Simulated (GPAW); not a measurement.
## Fitting the PBE+D4 energy curve of SrO

```cif
data_structure
_symmetry_space_group_name_H-M 'P 1'
_symmetry_Int_Tables_number 1
_cell_length_a 3.6293
_cell_length_b 3.6293
_cell_length_c 3.6293
_cell_angle_alpha 60.000
_cell_angle_beta 60.000
_cell_angle_gamma 60.000
_cell_volume 33.80
loop_
_atom_site_label
_atom_site_type_symbol
_atom_site_fract_x
_atom_site_fract_y
_atom_site_fract_z
_atom_site_occupancy
Sr1 Sr 0.50000 0.50000 0.50000 1
O1 O 0.00000 0.00000 0.00000 1
```

The cell was scaled at fixed shape and fractions and run with GPAW, GPAW PAW data sets (gpaw-data 1.2.1), cutoff 800 eV; PBE+D4, k mesh 7 × 7 × 7 on the cell of 2 atoms, fermi-dirac occupations of 0.05 eV, no spin polarisation, no spin-orbit coupling. Energies are those that the program minimises, any entropy of the smearing included.

```csv
V (Å³/atom),energy over the lowest row (meV/atom)
15.8873,36.47
16.2253,20.22
16.5634,9.09
16.9014,2.49
17.2394,0.00
17.5774,?
17.9155,5.69
```

Task: Fit the third-order Birch-Murnaghan form, give V0, B0 and B′, and predict the energy left open.

Result: With y = (V0/V)^(2/3), E = E0 + (9 V0 B0/16) [(y - 1)³ B′ + (y - 1)² (6 - 4y)]. Least squares through the rows shown give V0 = 17.2936 Å³/atom, E0 = -0.04 meV, B0 = 87.62 GPa (1 eV/Å³ = 160.218 GPa) and B′ = 4.48, with a largest miss of 0.01 meV. At V = 17.5774 the form with these constants gives 1.20 meV; the run gave 1.18 meV an atom.

The fitted minimum at 17.2936 Å³/atom lies above the volume of the listed cell, so that cell is slightly compressed. The curve is steeper on compression than on expansion, as expected for an ionic rock-salt oxide: the Madelung attraction varies slowly with distance, while the overlap repulsion between the closed shells of Sr²⁺ and O²⁻ rises sharply. The same repulsion makes the crystal stiffen under pressure, which is what the positive B′ of 4.48 expresses. Because symmetry fixes both ions and the cubic shape, uniform scaling misses no internal relaxation within this phase.

The open point is predicted to within a few hundredths of a meV, which supports the smoothness of the curve and the fit near equilibrium. It is a mild test, however, since the point lies between fitted rows and close to the minimum, where the energy depends little on B′. With only one fitted row well out on the expanded side, B′ rests mostly on the compressed volumes and is probably less secure than V0 or B0. The curve says nothing about the pressure-induced transition to the CsCl-type structure.
